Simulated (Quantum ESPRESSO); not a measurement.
Set up this calculation in Quantum ESPRESSO 7.5, as the native input.

* Task: single point
* Functional: PBE
* Potentials or basis: SG15 PBE 1.2
* Cutoff: 1197 eV
* Density cutoff: 4789 eV
* k mesh: 5 × 5 × 5
* Occupations: fermi-dirac, width 0.05 eV
* Spin: no spin polarisation
* Mixing beta: 0.5
* Most SCF iterations: 120
* SCF threshold: 4e-10 Ry

MgO:

```
Mg O
1.0
     0.00000    2.30616    2.30616
     2.30616    0.00000    2.30616
     2.30616    2.30616    0.00000
Mg O
1 1
Direct
  0.50000 0.50000 0.50000
  0.75000 0.75000 0.75000
```

The cell was built by a generator and needn't be a form met in nature.

The input as run:

pw.in

```
&CONTROL
  calculation = 'scf'
  prefix = 'pwscf'
  outdir = './tmp'
  pseudo_dir = './pseudo'
  tprnfor = .true.
  tstress = .true.
  disk_io = 'nowf'
/
&SYSTEM
  ibrav = 0
  nat = 2
  ntyp = 2
  ecutwfc = 88
  nbnd = 14
  occupations = 'smearing'
  smearing = 'fd'
  degauss = 0.00367493
/
&ELECTRONS
  conv_thr = 4d-10
  electron_maxstep = 120
  mixing_beta = 0.5
/
ATOMIC_SPECIES
Mg    24.3050 Mg_ONCV_PBE-1.2.upf
O     15.9990 O_ONCV_PBE-1.2.upf
CELL_PARAMETERS angstrom
   0.0000000000    2.3061600000    2.3061600000
   2.3061600000    0.0000000000    2.3061600000
   2.3061600000    2.3061600000    0.0000000000
ATOMIC_POSITIONS crystal
Mg     0.5000000000    0.5000000000    0.5000000000
O      0.7500000000    0.7500000000    0.7500000000
K_POINTS automatic
5 5 5 0 0 0
```

Potentials or basis: SG15 PBE 1.2.

Run with:

```sh
$ OMP_NUM_THREADS=1 mpirun -n 2 pw.x -nk 2 -in pw.in > pw.out
```

Results of the run:

```json
{
  "Pressure": "0.2 GPa",
  "Band gap on the k mesh": "3.47 eV, direct"
}
```

Caveat: the k mesh is coarse (spacing up to 0.47 Å⁻¹), so the values aren't converged.

Run time: 4 s on 2 MPI ranks on Arm Neoverse V1, on a shared host, peak memory 0.12 GiB a rank.
